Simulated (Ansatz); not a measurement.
Relaxing AlNi3

All numbers below come from Ansatz, DFT PBEsol, scalar-relativistic, plane waves, PAW. Run with 420 eV cutoff, 14×14×14 k-mesh, Gaussian smearing of 0.10 eV, collinear spin.

What was changed: biaxial strain in the a-b plane, c and atoms relaxed: -3.0 %.

Command:

```bash
ansatz run input.yaml --threads 1 --pin off --max-ram 2560MiB --backend cpu --events-out ev --progress --plain --runs-dir out
```

Input:

```yaml
crystal:
  lattice:
    - [3.4135195398, 0.0, 0.0]
    - [0.0, 3.4135195398, 0.0]
    - [0.0, 0.0, 3.5824359706]
  atoms:
    - { symbol: Al, position: [0.0, 0.0, 0.0] }
    - { symbol: Ni, position: [0.0, 0.5, 0.5], spin: 0.28 }
    - { symbol: Ni, position: [0.5, 0.0, 0.5], spin: 0.28 }
    - { symbol: Ni, position: [0.5, 0.5, 0.0], spin: 0.28 }
basis:
  ecutwfc: 420
kpoints:
  mp_grid: { grid: [14, 14, 14] }
hamiltonian:
  xc: pbesol
scf:
  occupations: { method: gaussian, width: 0.1 }
output:
  forces: true
  stress: true
  eigenvalues: true
  populations: true
magnetization:
  spin_polarized: true
relax:
  adjacent_minimum: "off"
  f_tol: 0.008
  max_steps: 40
  cell: { stress_tol: 0.015, fix: [a, b, gamma] }
```

F is the free energy. Steps run on the plane waves of an earlier cell, but the last one, and at times one on the way, on a freshly chosen basis, so a repeated geometry can differ a little in energy. The held parts of the cell keep their stress, so P needn't end at zero.

Steps:

```tsv
step	F − F(1) (eV)	largest force component (eV/Å)	V (Å³/atom)	P (GPa)
1	0.0000	0.000	10.436	9.78
2	-0.0083	0.000	10.511	8.07
3	-0.0128	0.000	10.618	5.76
4	-0.0128	0.000	10.622	5.68
5	-0.0131	0.000	10.622	5.69
6	-0.0131	0.000	10.622	5.67
7	-0.0131	0.000	10.622	5.67
```

Relaxed structure:

```
CELL_PARAMETERS angstrom
3.41352 0.00000 0.00000
0.00000 3.41352 0.00000
0.00000 0.00000 3.64644
ATOMIC_POSITIONS crystal
Al 0.00000 0.00000 0.00000
Ni 0.00000 0.50000 0.50000
Ni 0.50000 0.00000 0.50000
Ni 0.50000 0.50000 0.00000
```

It takes space group P4/mmm (No. 123, tetragonal). The conventional cell has a = 3.414 Å, b = 3.414 Å, c = 3.646 Å, α = 90.00°, β = 90.00°, γ = 90.00°. Around Al (site symmetry 4/mmm) lie 12 Ni at 2.41 to 2.50 Å. Ni (site symmetry mmm) is surrounded by 8 Ni at 2.41 to 2.50 Å and 4 Al at 2.50 Å. Around Ni (site symmetry 4/mmm) lie 4 Al at 2.41 Å and 8 Ni at 2.50 Å.

The run converged. It took 3.6 min on 1 thread of Intel(R) Xeon(R) Platinum 8559C (Emerald Rapids), on a shared host, peak memory 0.9 GiB.